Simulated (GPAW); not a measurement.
Wanted: an ASE script for a GPAW 26.7.0 run.

```yaml
Task: phonons
Functional: PW91
Potentials_or_basis: PAW data sets generated in the run's folder for this functional
Cutoff: 680 eV
Basis: pw
k_mesh: 8 × 8 × 8
Occupations: fermi-dirac, width 0.05 eV
Spin: no spin polarisation
Maxiter: 75
Convergence: density=1e-06 eigenstates=1e-09
Supercell: 2 × 2 × 2
Supercell_k_mesh: 4 × 4 × 4
Displacement: 0.01
Relaxed_first: cell
Band_path: GXMGZPNZ1M,XP
Mixer: pulay beta=0.25 nmaxold=5 weight=1.0
Eigensolver: davidson niter=2
```

The system is Mg.

```xyz
1
Lattice="-1.8360 1.8360 1.6794 1.8360 -1.8360 1.6794 1.8360 1.8360 -1.6794" Properties=species:S:1:pos:R:3 pbc="T T T"
Mg    0.0000    0.0000    0.0000
```

This isn't the form of Mg at room conditions, which is hcp.

One way to write it, as run:

run.py

```python
import json
import numpy as np
from ase import Atoms
from ase.constraints import FixSymmetry
from ase.filters import FrechetCellFilter
from ase.io import write
from ase.optimize import BFGS
from ase.spacegroup import crystal
from phonopy import Phonopy
from phonopy.structure.atoms import PhonopyAtoms
from gpaw import GPAW, PW, setup_paths

setup_paths.insert(0, '.')

# Mg 2a
atoms = crystal(['Mg'],
                basis=[[0.0, 0.0, 0.0]],
                spacegroup=139, setting=1,  # I4/mmm
                cellpar=[3.67198326, 3.67198326, 3.35880804, 90.0, 90.0, 90.0],
                primitive_cell=True)

calc = GPAW(mode=PW(680),
            xc='GGA_X_PW91+GGA_C_PW91',
            kpts={'size': (8, 8, 8), 'gamma': True},
            occupations={'name': 'fermi-dirac', 'width': 0.05},
            nbands=12,
            convergence={'density': 1e-06, 'eigenstates': 1e-09},
            mixer={'backend': 'pulay', 'beta': 0.25, 'nmaxold': 5, 'weight': 1.0},
            eigensolver={'name': 'davidson', 'niter': 2},
            maxiter=75,
            txt='gpaw.txt')
atoms.calc = calc
atoms.set_constraint(FixSymmetry(atoms))
BFGS(FrechetCellFilter(atoms), trajectory='relax.traj', logfile='-').run(fmax=0.005, steps=40)
atoms.set_constraint()
energy = atoms.get_potential_energy()
forces = atoms.get_forces()
stress = atoms.get_stress()
calc.write('gs.gpw')
write('result.traj', atoms)
print('Cell:', atoms.cell.cellpar().round(4))
print(atoms.get_scaled_positions().round(5))

def force_constants(scale):
    unit = PhonopyAtoms(symbols=atoms.get_chemical_symbols(), cell=atoms.cell[:] * scale**(1 / 3),
                        scaled_positions=atoms.get_scaled_positions())
    ph = Phonopy(unit, supercell_matrix=np.diag([2, 2, 2]), primitive_matrix=np.eye(3), symprec=1e-4)
    ph.generate_displacements(distance=0.01)
    forces = []
    for i, sc in enumerate(ph.supercells_with_displacements):
        a = Atoms(sc.symbols, cell=sc.cell, scaled_positions=sc.scaled_positions, pbc=True)
        c = GPAW(mode=PW(680),
                 xc='GGA_X_PW91+GGA_C_PW91',
                 kpts={'size': (4, 4, 4), 'gamma': True},
                 occupations={'name': 'fermi-dirac', 'width': 0.05},
                 nbands=60,
                 convergence={'density': 1e-06, 'eigenstates': 1e-09},
                 mixer={'backend': 'pulay', 'beta': 0.25, 'nmaxold': 5, 'weight': 1.0},
                 eigensolver={'name': 'davidson', 'niter': 2},
                 maxiter=75,
                 txt=f'disp-{scale:.3f}-{i:02d}.txt')
        a.calc = c
        f = a.get_forces()
        forces.append(f - f.mean(axis=0))
        print(f'displacement {i}: drift', f.mean(axis=0).round(5), flush=True)
    ph.forces = forces
    ph.produce_force_constants()
    ph.symmetrize_force_constants()
    return ph

qpoints = [[0.0, 0.0, 0.0], [0.0, 0.0, 0.5], [0.0, 0.5, 0.0], [0.0, 0.5, 0.5], [0.5, 0.0, 0.0], [0.5, 0.0, 0.5], [0.5, 0.5, 0.0], [0.5, 0.5, 0.5]]
results = {}
for scale in [1.0]:
    ph = force_constants(scale)
    ph.run_qpoints(qpoints)
    nu = ph.qpoints.frequencies * 33.35641  # THz to cm^-1
    results[f'{scale:.3f}'] = nu.tolist()
    for qp, f in zip(qpoints, nu):
        print(scale, np.round(qp, 4), f.round(2))

path = atoms.cell.bandpath('GXMGZPNZ1M,XP', npoints=60, eps=1e-4)
ph.run_qpoints(path.kpts)
results['path'] = (ph.qpoints.frequencies * 33.35641).tolist()
results['path_q'] = path.kpts.tolist()
x, ticks, names = path.get_linear_kpoint_axis()
results['axis'] = [x.tolist(), list(ticks), names]
ph.run_mesh([15, 15, 15], is_gamma_center=True)
ph.run_thermal_properties(temperatures=[0, 100, 200, 300, 500, 800], cutoff_frequency=0.05)
tp = ph.thermal_properties
results['thermal'] = [list(v) for v in (tp.temperatures, tp.free_energy, tp.entropy, tp.heat_capacity)]
for t, fv, s, cv in zip(*results['thermal']):
    print(f'{t:6.0f} K  F {fv:9.4f} kJ/mol  S {s:9.4f} J/K/mol  Cv {cv:9.4f} J/K/mol')
json.dump(results, open('phonons.json', 'w'))
```

Potentials or basis: PAW data sets generated in the run's folder for this functional, pw.

Command:

```bash
$ gpaw-setup -f GGA_X_PW91+GGA_C_PW91 Mg
$ OMP_NUM_THREADS=1 python run.py
```

Results of the run:

```json
{
  "Relaxed volume": "23.07 Å³/atom",
  "Relaxed cell": "a = 3.121 Å, b = 3.121 Å, c = 3.121 Å, α = 105.73°, β = 105.73°, γ = 117.24°",
  "Space group after relaxing (to 0.05 Å)": "I4/mmm (No. 139)",
  "Pressure after relaxing": "0.0 GPa",
  "Band gap on the k mesh": "none (metal or under the smearing width)",
  "Highest phonon frequency": "262 cm⁻¹",
  "Most unstable mode": "83i cm⁻¹"
}
```

Caveat: the cutoff is short for stress and forces, so pressures can be off by a GPa or more; some modes are imaginary; phonon bands are interpolated from a small supercell.

Run time: 3.8 min on 1 thread of INTEL(R) XEON(R) PLATINUM 8581C CPU @ 2.10GHz (Emerald Rapids), on a shared host, peak memory 0.51 GiB.
